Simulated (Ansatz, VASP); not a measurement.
# Mg: VASP beside Ansatz

File POSCAR:

```
Mg
1.0
    0.0000000000      2.9468562911      2.9468562911
    2.9468562911      0.0000000000      2.9468562911
    2.9468562911      2.9468562911      0.0000000000
Mg
2
Direct
    0.5000000000      0.5000000000      0.5000000000
    0.7500000000      0.7500000000      0.7500000000
```

The input INCAR.step1:

```
ALGO     = Normal         # electronic algorithm
EDIFF    = 1E-4           # SCF threshold, eV
ENCUT    = 520            # plane-wave cutoff, eV
GGA      = PE             # functional
ISMEAR   = 0              # smearing method
LASPH    = T              # aspherical terms in the spheres
LCHARG   = F              # write CHGCAR
LREAL    = F              # projectors in reciprocal space
LWAVE    = T              # write WAVECAR
NBANDS   = 9              # bands
NELM     = 100            # most SCF steps
PREC     = Accurate       # precision mode
SIGMA    = 0.1            # smearing width, eV
```

Contents of INCAR.step2:

```
ALGO     = Normal         # electronic algorithm
EDIFF    = 1E-6           # SCF threshold, eV
ENCUT    = 520            # plane-wave cutoff, eV
ISIF     = 2              # what is computed and relaxed
ISMEAR   = 0              # smearing method
ISTART   = 1            
LASPH    = T              # aspherical terms in the spheres
LCHARG   = T              # write CHGCAR
LELF     = T              # ELF
LMIXTAU  = T            
LREAL    = F              # projectors in reciprocal space
LVHAR    = T            
LWAVE    = F              # write WAVECAR
METAGGA  = R2SCAN         # meta-GGA
NBANDS   = 9              # bands
NELM     = 100            # most SCF steps
PREC     = Accurate       # precision mode
SIGMA    = 0.1            # smearing width, eV
```

File KPOINTS:

```
k-points
0
Gamma
  6 6 6
```

Input for Ansatz:

```yaml
crystal:
  lattice:
    - [0.0, 2.9468562911, 2.9468562911]
    - [2.9468562911, 0.0, 2.9468562911]
    - [2.9468562911, 2.9468562911, 0.0]
  atoms:
    - { symbol: Mg, position: [0.5, 0.5, 0.5] }
    - { symbol: Mg, position: [0.75, 0.75, 0.75] }
basis:
  ecutwfc: 500
kpoints:
  mp_grid: { grid: [6, 6, 6] }
hamiltonian:
  xc: r2scan
scf:
  occupations: { method: gaussian, width: 0.1 }
  lower_state_search: "off"
output:
  forces: true
  stress: true
  eigenvalues: true
```

Alike in both runs: task single point; functional r2SCAN; k mesh 6 × 6 × 6; occupations gaussian, width 0.1 eV; no spin polarisation.

|  | VASP | Ansatz |
| --- | --- | --- |
| version | VASP 6.6.1 | Ansatz 0.2.0 |
| potentials or method | VASP PAW PBE potentials, release 64 (Mg) | scalar-relativistic, plane waves, PAW |
| plane-wave cutoff (eV) | 520 | 500 |
| valence electrons in the cell | 4 | 20 |

|  | VASP | Ansatz | Ansatz less VASP |
| --- | --- | --- | --- |
| gap on the k mesh at the Fermi level (eV) | none | none | - |
| pressure (GPa) | 12.3 | 12.3 | +0.06 |

A gap of «none» marks a metal or a gap that the smearing closes. The two sets of potentials don't hold the same shells in valence.

Caveats: the PAW data sets were made with another functional, which shifts forces and pressure a little (VASP).
